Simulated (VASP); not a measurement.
# Al (Fm-3m) in VASP: further runs

Runs on Al. Level: PBE. Tasks: single point.

All numbers are computed with VASP 6.6.1; they aren't measurements. Logs are shortened: lines on timing, memory, paths and dates and some standing lists are left out, and cuts for length are marked.

**1. The undisturbed crystal**

Symmetry: Fm-3m, No. 225, cubic system. Conventional cell: a = 4.050 Å, b = 4.050 Å, c = 4.050 Å, α = 90.00°, β = 90.00°, γ = 90.00°. Around Al (site symmetry m-3m) lie 12 Al at 2.86 Å.

**2. Single point, PBE (grid = ENCUT=280 dk=0.35 cell=2x2x2 ISMEAR=1 SIGMA=0.1 LREAL=Auto EDIFF=1e-06)**

The input, INCAR:

```
SYSTEM = Al7Cu
  PREC = Accurate
  ENCUT = 280
  EDIFF = 1E-6
  ISMEAR = 1
  SIGMA = 0.1
  LREAL = Auto
  LASPH = .TRUE.
  NELM = 120
  ALGO = Fast
  ISIF = 2
  LWAVE = .FALSE.
  LCHARG = .FALSE.
  GGA = PE
  NBANDS = 24
```

The input, KPOINTS:

```
Automatic mesh
0
G
  4 4 4
  0 0 0
```

The input, POSCAR:

```
Al7Cu
1.0
    0.0000000000      4.0496100000      4.0496100000
    4.0496100000      0.0000000000      4.0496100000
    4.0496100000      4.0496100000      0.0000000000
Cu Al
1 7
Direct
    0.0000000000      0.0000000000      0.0000000000
    0.0000000000      0.0000000000      0.5000000000
    0.0000000000      0.5000000000      0.0000000000
    0.0000000000      0.5000000000      0.5000000000
    0.5000000000      0.0000000000      0.0000000000
    0.5000000000      0.0000000000      0.5000000000
    0.5000000000      0.5000000000      0.0000000000
    0.5000000000      0.5000000000      0.5000000000
```

Potentials or basis: VASP PAW PBE potentials, release 64 (Cu, Al).

On the command line:

```console
> cat potpaw_PBE.64/Cu/POTCAR potpaw_PBE.64/Al/POTCAR > POTCAR
> mpirun -np 1 vasp_std > vasp.out
```

OUTCAR:

```text
SYSTEM = Al7Cu
   PREC = Accurate
   ENCUT = 280
   EDIFF = 1E-6
   ISMEAR = 1
   LREAL = Auto
   LASPH = .TRUE.
   NELM = 120
   ISIF = 2
   GGA = PE

 Found      8 irreducible k-points:

 Following reciprocal coordinates:
            Coordinates               Weight
  0.000000  0.000000  0.000000      1.000000
  0.250000  0.000000  0.000000      8.000000
  0.500000  0.000000  0.000000      4.000000
  0.250000  0.250000  0.000000      6.000000
  0.500000  0.250000  0.000000     24.000000
 -0.250000  0.250000  0.000000     12.000000
   k-points           NKPTS =      8   k-points in BZ     NKDIM =      8   number of bands    NBANDS=     24
   number of dos      NEDOS =    301   number of ions     NIONS =      8
   total plane-waves  NPLWV =  32768
   dimension x,y,z NGX =    32 NGY =   32 NGZ =   32
   dimension x,y,z NGXF=    64 NGYF=   64 NGZF=   64
   ions per type =               1   7
   NGX,Y,Z   is equivalent  to a cutoff of   9.29,  9.29,  9.29 a.u.
   NGXF,Y,Z  is equivalent  to a cutoff of  18.58, 18.58, 18.58 a.u.
 SYSTEM =  Al7Cu
   PREC   = accura    normal or accurate (medium, high low for compatibility)
   ISTART =      0    job   : 0-new  1-cont  2-samecut
   ICHARG =      2    charge: 1-file 2-atom 10-const
   ISPIN  =      1    spin polarized calculation?
   LNONCOLLINEAR =      F non collinear calculations
   LSORBIT =      F    spin-orbit coupling
   LASPH  =      T    aspherical Exc in radial PAW
   ENCUT  =  280.0 eV  20.58 Ry    4.54 a.u.   7.81  7.81  7.81*2*pi/ulx,y,z
   NELM   =    120;   NELMIN=  2; NELMDL= -5     # of ELM steps
   EDIFF  = 0.1E-05   stopping-criterion for ELM
   LREAL  =      T    real-space projection
   EDIFFG = 0.1E-04   stopping-criterion for IOM
   NSW    =      0    number of steps for IOM
[... 5 lines left out ...]
   TEBEG  =    0.0;   TEEND  =   0.0 temperature during run
   PSTRESS=    0.0 pullay stress
   NELECT =      32.0000    total number of electrons
   NUPDOWN=      -1.0000    fix difference up-down
   EMIN   =  10.00;   EMAX   =-10.00  energy-range for DOS
   EFERMI =   0.00;   METHOD = LEGACY
   ISMEAR =     1;   SIGMA  =   0.10  broadening in eV -4-tet -1-fermi 0-gaus
   EFERMI_NEDOS =   21; number of points for ismear=-14 and -15
   IALGO  =     68    algorithm
   IMIX   =      4    mixing-type and parameters
     AMIX     =   0.40;   BMIX     =  1.00
     AMIX_MAG =   1.60;   BMIX_MAG =  1.00
  volume/ion in A,a.u.               =      16.60       112.04
  Fermi-wavevector in a.u.,A,eV,Ry     =   1.018673  1.925014 14.118704  1.037695
  Thomas-Fermi vector in A             =   2.152144
   LORBIT       =      0    0 simple, 1 ext, 2 COOP (PROOUT), +10 PAW based schemes
   GGA     = PE    functional components
   LHFCALC =     F    Hartree Fock is set to
   AEXX    =    0.0000 exact exchange contribution
   IVDW    =     0    specifies the selected vdW correction
   LEPSILON=     F    determine dielectric tensor
   LRPA    =     F    only Hartree local field effects (RPA)
 non-spin polarized calculation
 RMM-DIIS sequential band-by-band and
 Methfessel and Paxton  Order N= 1 SIGMA  =   0.10
  energy-cutoff  :      280.00
  volume of cell :      132.82
 maximum number of plane-waves:      1428
   NGX = 15   NGY = 15   NGZ = 15

 number of electron      31.9999946 magnetization

 Free energy of the ion-electron system (eV)
  ---------------------------------------------------
  ext. energy  EPLUGINS =         0.00000000
  ---------------------------------------------------
  free energy    TOTEN  =       -29.67487314 eV

  energy without entropy =      -29.67611404  energy(sigma->0) =      -29.67528678

 E-fermi :   7.3360     XC(G=0): -10.2694

 val. band max:        7.3258103206   @ k =   0.5000   0.0000   0.0000
 cond. band min:       7.3380217462   @ k =   0.5000   0.5000   0.0000
 fundamental gap:      0.0122114256
 Fermi energy:         7.3359916135

 k-point     1 :       0.0000    0.0000    0.0000
  band No.  band energies     occupation
      1      -3.2112      2.00000
      2       2.8278      2.00000
      3       2.8278      2.00000
      4       2.8278      2.00000
      5       3.0245      2.00000
      6       3.4065      2.00000
      7       3.4065      2.00000
      8       3.4065      2.00000
      9       3.9276      2.00000
     10       3.9276      2.00000
     11       4.0683      2.00000
     12       4.9886      2.00000
     13       4.9886      2.00000
     14       4.9886      2.00000
     15       5.1430      2.00000
     16       5.1430      2.00000
     17       5.1430      2.00000
     18       6.8449      2.00000
     19       6.9444      2.00000
     20       6.9444      2.00000
     21      13.3049      0.00000
     22      13.3058      0.00000
     23      13.3141      0.00000
     24      13.6614      0.00000

 k-point     2 :       0.2500    0.0000    0.0000
  band No.  band energies     occupation
      1      -2.7909      2.00000
      2       0.5102      2.00000
      3       2.4980      2.00000
      4       2.4980      2.00000
      5       2.6692      2.00000
      6       3.4629      2.00000
      7       3.4629      2.00000
      8       3.7897      2.00000
      9       3.9954      2.00000
     10       3.9954      2.00000
     11       4.4100      2.00000
     12       4.6266      2.00000
     13       4.6266      2.00000
     14       5.2735      2.00000
     15       5.5583      2.00000
     16       5.5583      2.00000
     17       7.2160      2.07072
     18       8.6133     -0.00000
     19       8.6133     -0.00000
     20       8.8127     -0.00000
     21      10.3388      0.00000
     22      10.3388      0.00000
     23      10.3993      0.00000
     24      13.6658      0.00000

 k-point     3 :       0.5000    0.0000    0.0000
  band No.  band energies     occupation
      1      -1.6756      2.00000
      2      -1.3833      2.00000
      3       2.4062      2.00000
      4       2.4062      2.00000
      5       2.6153      2.00000
      6       3.0644      2.00000
      7       3.0841      2.00000
      8       3.0841      2.00000
      9       3.9898      2.00000
     10       3.9898      2.00000
     11       4.6351      2.00000
     12       4.6351      2.00000
     13       4.6455      2.00000
     14       7.1637      2.03513
     15       7.1637      2.03513
     16       7.3258      1.17134
     17       7.3905      0.21251
     18       7.7855     -0.00000
     19       7.7855     -0.00000
     20      11.1340      0.00000
     21      11.2307      0.00000
     22      11.4994      0.00000
     23      11.4995      0.00000
     24      11.9542      0.00000

 k-point     4 :       0.2500    0.2500    0.0000
  band No.  band energies     occupation
      1      -2.6510      2.00000
      2       1.4102      2.00000
      3       1.5048      2.00000
      4       1.7265      2.00000
      5       1.7265      2.00000
      6       2.4332      2.00000
      7       4.0159      2.00000
      8       4.0159      2.00000
      9       4.0171      2.00000
     10       4.2837      2.00000
     11       4.3464      2.00000
     12       5.4627      2.00000
     13       5.4627      2.00000
     14       6.1167      2.00000
     15       6.4304      2.00000
     16       6.7130      2.00000
     17       6.7130      2.00000
     18       7.3624      0.57030
     19       7.4469     -0.06614
     20       9.9599      0.00000
     21       9.9599      0.00000
     22      10.7830      0.00000
     23      11.1370      0.00000
     24      11.4717      0.00000

 k-point     5 :       0.5000    0.2500    0.0000
  band No.  band energies     occupation
      1      -1.6898      2.00000
      2      -0.5671      2.00000
      3       0.5143      2.00000
      4       1.6058      2.00000
      5       1.7061      2.00000
      6       3.5346      2.00000
      7       3.8697      2.00000
      8       3.9734      2.00000
      9       4.0487      2.00000
     10       4.2286      2.00000
     11       4.6755      2.00000
     12       5.1377      2.00000
     13       5.3245      2.00000
     14       6.3209      2.00000
     15       7.2272      2.06407
     16       7.2610      1.95212
     17       8.2353     -0.00000
     18       8.4083     -0.00000
     19       9.4312      0.00000
     20       9.6432      0.00000
     21      10.5537      0.00000
     22      10.6852      0.00000
     23      11.3594      0.00000
     24      11.5087      0.00000

 k-point     6 :      -0.2500    0.2500    0.0000
  band No.  band energies     occupation
      1      -2.0982      2.00000
      2      -0.0098      2.00000
      3       0.2531      2.00000
      4       2.2011      2.00000
      5       2.3596      2.00000
      6       3.5116      2.00000
      7       3.8640      2.00000
      8       3.9213      2.00000
      9       4.0669      2.00000
     10       4.1914      2.00000
     11       4.5578      2.00000
     12       4.9731      2.00000
     13       5.2751      2.00000
     14       5.3060      2.00000
     15       6.2849      2.00000
     16       6.9016      2.00000
     17       7.7645     -0.00000
     18       8.8465     -0.00000
     19       9.1597     -0.00000
     20      10.4022      0.00000
     21      10.5251      0.00000
     22      10.9947      0.00000
     23      11.4733      0.00000
     24      11.8933      0.00000

 [... further k-points ...]

------------------------ aborting loop because EDIFF is reached ----------------------------------------

  FORCE on cell =-STRESS in cart. coord.  units (eV):
  Direction    XX          YY          ZZ          XY          YZ          ZX
  --------------------------------------------------------------------------------------
  -------------------------------------------------------------------------------------
  Total       -4.1619390     -4.1619390     -4.1619390     -0.0000000     -0.0000000      0.0000000
  in kB      -50.2038126    -50.2038126    -50.2038126     -0.0000000     -0.0000000      0.0000000
  external PRESSURE =     -50.2038126 kB  Pullay stress =       0.0000000 kB

 VOLUME and BASIS-vectors are now :
 -----------------------------------------------------------------------------
  energy-cutoff  :      280.00
  volume of cell :      132.82
      direct lattice vectors                 reciprocal lattice vectors
     0.000000000  4.049610000  4.049610000    -0.123468680  0.123468680  0.123468680
     4.049610000  0.000000000  4.049610000     0.123468680 -0.123468680  0.123468680
     4.049610000  4.049610000  0.000000000     0.123468680  0.123468680 -0.123468680

 POSITION                                       TOTAL-FORCE (eV/Angst)
 -----------------------------------------------------------------------------------
      0.00000      0.00000      0.00000         0.000000     -0.000000     -0.000000
      2.02481      2.02481      0.00000        -0.000000     -0.000000      0.000000
      2.02481      0.00000      2.02481         0.000000     -0.000000      0.000000
      4.04961      2.02481      2.02481        -0.000000     -0.000000      0.000000
      0.00000      2.02481      2.02481         0.000000      0.000000      0.000000
      2.02481      4.04961      2.02481        -0.000000     -0.000000      0.000000
      2.02481      2.02481      4.04961        -0.000000     -0.000000     -0.000000
      4.04961      4.04961      4.04961        -0.000000     -0.000000     -0.000000
 -----------------------------------------------------------------------------------
    total drift:                                0.000000     -0.000000     -0.000000

  FREE ENERGIE OF THE ION-ELECTRON SYSTEM (eV)
  ---------------------------------------------------
  free  energy   TOTEN  =       -29.6748731428 eV

  energy  without entropy=      -29.6761140427  energy(sigma->0) =      -29.67528678
```

Wall time 42 s (1 thread of Intel Xeon Platinum 8375C at 2.90GHz (Ice Lake), shared host); peak memory 0.16 GiB.

The run converged, but a check on its numbers failed (symmetry, net force, bounds or a known fault of this set-up), so they aren't taken as properties of the crystal.

Caveat: the cutoff lies under the usual one of these potentials, so the numbers hold a large basis-set error.

**3. Single point, PBE (grid = ENCUT=400 dk=0.45 cell=2x2x2 ISMEAR=1 SIGMA=0.1 LREAL=Auto EDIFF=1e-06)**

Edit INCAR of step 2 so:

```diff
@@ -2,3 +2,3 @@
   PREC = Accurate
-  ENCUT = 280
+  ENCUT = 400
   EDIFF = 1E-6
```

The input, KPOINTS:

```
Automatic mesh
0
G
  3 3 3
  0 0 0
```

POSCAR is that of step 2.

Potentials or basis: VASP PAW PBE potentials, release 64 (Cu, Al).

On the command line:

```console
> cat potpaw_PBE.64/Cu/POTCAR potpaw_PBE.64/Al/POTCAR > POTCAR
> mpirun -np 1 vasp_std > vasp.out
```

OUTCAR:

```text
SYSTEM = Al7Cu
   PREC = Accurate
   ENCUT = 400
   EDIFF = 1E-6
   ISMEAR = 1
   LREAL = Auto
   LASPH = .TRUE.
   NELM = 120
   ISIF = 2
   GGA = PE

 Found      4 irreducible k-points:

 Following reciprocal coordinates:
            Coordinates               Weight
  0.000000  0.000000  0.000000      1.000000
  0.333333  0.000000  0.000000      8.000000
  0.333333  0.333333  0.000000      6.000000
 -0.333333  0.333333  0.000000     12.000000
   k-points           NKPTS =      4   k-points in BZ     NKDIM =      4   number of bands    NBANDS=     24
   number of dos      NEDOS =    301   number of ions     NIONS =      8
   total plane-waves  NPLWV =  64000
   dimension x,y,z NGX =    40 NGY =   40 NGZ =   40
   dimension x,y,z NGXF=    80 NGYF=   80 NGZF=   80
   ions per type =               1   7
   NGX,Y,Z   is equivalent  to a cutoff of  11.61, 11.61, 11.61 a.u.
   NGXF,Y,Z  is equivalent  to a cutoff of  23.22, 23.22, 23.22 a.u.
 SYSTEM =  Al7Cu
   PREC   = accura    normal or accurate (medium, high low for compatibility)
   ISTART =      0    job   : 0-new  1-cont  2-samecut
   ICHARG =      2    charge: 1-file 2-atom 10-const
[... 65 lines left out ...]
  band No.  band energies     occupation
      1      -3.2092      2.00000
      2       2.8294      2.00000
      3       2.8294      2.00000
      4       2.8294      2.00000
      5       3.0773      2.00000
      6       3.3897      2.00000
[... 97 lines left out ...]
     23      11.1242      0.00000
     24      11.3179      0.00000

------------------------ aborting loop because EDIFF is reached ----------------------------------------

  FORCE on cell =-STRESS in cart. coord.  units (eV):
  Direction    XX          YY          ZZ          XY          YZ          ZX
  --------------------------------------------------------------------------------------
  -------------------------------------------------------------------------------------
  Total       -3.6250731     -3.6250731     -3.6250731      0.0000000     -0.0000000      0.0000000
  in kB      -43.7278129    -43.7278129    -43.7278129      0.0000000     -0.0000000      0.0000000
  external PRESSURE =     -43.7278129 kB  Pullay stress =       0.0000000 kB

 VOLUME and BASIS-vectors are now :
 -----------------------------------------------------------------------------
  energy-cutoff  :      400.00
  volume of cell :      132.82
      direct lattice vectors                 reciprocal lattice vectors
     0.000000000  4.049610000  4.049610000    -0.123468680  0.123468680  0.123468680
     4.049610000  0.000000000  4.049610000     0.123468680 -0.123468680  0.123468680
     4.049610000  4.049610000  0.000000000     0.123468680  0.123468680 -0.123468680

 POSITION                                       TOTAL-FORCE (eV/Angst)
 -----------------------------------------------------------------------------------
      0.00000      0.00000      0.00000        -0.000000     -0.000000     -0.000000
      2.02481      2.02481      0.00000        -0.000000      0.000000     -0.000000
      2.02481      0.00000      2.02481         0.000000     -0.000000      0.000000
      4.04961      2.02481      2.02481        -0.000000      0.000000      0.000000
      0.00000      2.02481      2.02481        -0.000000      0.000000      0.000000
      2.02481      4.04961      2.02481        -0.000000     -0.000000     -0.000000
      2.02481      2.02481      4.04961         0.000000      0.000000     -0.000000
      4.04961      4.04961      4.04961        -0.000000     -0.000000     -0.000000
 -----------------------------------------------------------------------------------
    total drift:                                0.000000     -0.000000     -0.000000

  FREE ENERGIE OF THE ION-ELECTRON SYSTEM (eV)
  ---------------------------------------------------
  free  energy   TOTEN  =       -30.4643513019 eV

  energy  without entropy=      -30.4591290583  energy(sigma->0) =      -30.46261055
```

OSZICAR:

```text
N       E                     dE             d eps       ncg     rms          rms(c)
DAV:   1     0.991038937476E+02    0.99104E+02   -0.10173E+04   192   0.981E+02
DAV:   2    -0.251791284108E+02   -0.12428E+03   -0.11141E+03   192   0.197E+02
DAV:   3    -0.331268867217E+02   -0.79478E+01   -0.72821E+01   256   0.506E+01
[... 11 lines left out ...]
RMM:  15    -0.304644149380E+02    0.72465E-04   -0.16574E-04   251   0.960E-02    0.684E-02
RMM:  16    -0.304643877690E+02    0.27169E-04   -0.52518E-05   243   0.474E-02    0.553E-02
RMM:  17    -0.304644062422E+02   -0.18473E-04   -0.22541E-05   233   0.304E-02    0.483E-02
RMM:  18    -0.304643517329E+02    0.54509E-04   -0.13405E-04   270   0.702E-02    0.174E-02
RMM:  19    -0.304643513019E+02    0.43092E-06   -0.60475E-06   188   0.260E-02
   1 F= -.30464351E+02 E0= -.30462611E+02  d E =-.522224E-02
```

It took 47 s on 1 thread of Intel Xeon Platinum 8375C at 2.90GHz (Ice Lake), shared host; peak memory 0.22 GiB.

The run converged, but some of its settings lie outside the range that counts as converged, so its numbers aren't taken as properties of the crystal.

Results:

```
Free energy            : -30.4644 eV
Pressure               : -4.4 GPa
Band gap on the k mesh : none (metal or under the smearing width)
```

Caveat: the k mesh is coarse (spacing up to 0.45 Å⁻¹), so the values aren't converged.

**4. Single point, PBE (grid = ENCUT=340 dk=0.35 cell=2x2x2 ISMEAR=1 SIGMA=0.1 LREAL=Auto EDIFF=1e-06)**

Edit INCAR of step 3 so:

```diff
@@ -2,3 +2,3 @@
   PREC = Accurate
-  ENCUT = 400
+  ENCUT = 340
   EDIFF = 1E-6
```

The input, KPOINTS:

```
Automatic mesh
0
G
  4 4 4
  0 0 0
```

POSCAR is that of step 3.

On the command line:

```console
> cat potpaw_PBE.64/Cu/POTCAR potpaw_PBE.64/Al/POTCAR > POTCAR
> mpirun -np 1 vasp_std > vasp.out
```

It took 63 s on 1 thread of Intel Xeon Platinum 8375C at 2.90GHz (Ice Lake), shared host; peak memory 0.19 GiB.

These settings aren't checked as converged: the numbers below hold their error.

Results:

```
Free energy            : -29.7302 eV
Pressure               : -4.0 GPa
Band gap on the k mesh : none (metal or under the smearing width)
```

Caveat: the cutoff is under 1.25 times the usual one of these potentials, so pressure, stress and relaxed cells hold a basis-set (Pulay) error.

(Part 1 of 2 ends here.)
